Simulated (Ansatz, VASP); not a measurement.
# Mo in VASP and in Ansatz

```
Mo
1.0
    -1.57535    1.57535    1.57535
     1.57535   -1.57535    1.57535
     1.57535    1.57535   -1.57535
Mo
1
Cartesian
  0.0000 0.0000 0.0000
```

Alike in both runs: functional r2SCAN; k mesh 18 × 18 × 18; occupations gaussian, width 0.1 eV; no spin polarisation.

Ansatz relaxed the structure, and its values are those at the end. VASP's run is a single point on that final structure, the one shown.

|  | VASP | Ansatz |
| --- | --- | --- |
| version | VASP 6.6.1 | Ansatz 0.2.0 |
| potentials or method | VASP PAW PBE potentials, release 64 (Mo_sv) | scalar-relativistic, plane waves, PAW |
| plane-wave cutoff (eV) | 520 | 500 |
| valence electrons in the cell | 14 | 14 |

```csv
,VASP,Ansatz,Ansatz less VASP
gap on the k mesh at the Fermi level (eV),none,none,-
pressure (GPa),1.1,0.0,-1.06
```

A gap of «none» marks a metal or a gap that the smearing closes.

Caveats: the PAW data sets were made with another functional, which shifts forces and pressure a little (VASP).
